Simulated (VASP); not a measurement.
Pt: equation of state with PBEsol

Pt:

```
CELL_PARAMETERS angstrom
2.72577 0.00000 0.00000
-1.36288 2.36059 0.00000
0.00000 0.00000 4.70513
ATOMIC_POSITIONS crystal
Pt 0.33333 0.66667 0.25000
Pt 0.66667 0.33333 0.75000
```

This isn't the form of Pt at room conditions, which is fcc.

| Property | Result |
| --- | --- |
| Program | VASP 6.6.1 |
| Task | equation of state |
| Functional | PBEsol |
| Potentials or basis | VASP PAW PBE potentials, release 64 (Pt) |
| Cutoff | 520 eV |
| k mesh | 10 × 10 × 6 |
| Occupations | fermi-dirac, width 0.05 eV |
| Spin | no spin polarisation |
| Ladder | gaps |
| Further INCAR settings | ALGO = Fast; EDIFF = 1e-07 |

```yaml
Equilibrium_volume: 15.14 Å³/atom
Bulk_modulus_at_fixed_shape_and_positions: 283 GPa
Pressure_derivative_of_the_bulk_modulus: "5.4 (rough: it moves with the points fitted)"
```

Energy against volume, from the lowest point:
```tsv
volume (Å³/atom)	energy (meV/atom)
14.532	23.45
14.835	5.63
15.137	0.00
15.440	5.08
15.743	19.59
```

All runs of the series together: 81 s on 1 thread of Intel(R) Xeon(R) Platinum 8488C (Sapphire Rapids), with other jobs on the host.

Caveat: the cell was scaled at fixed shape and fractional positions, which overstates the stiffness of a crystal with free parameters, most of all of layers and chains; the PAW data sets were made with another functional, which shifts forces and pressure a little. Spin-orbit coupling is left out, which matters for the levels of Pt.
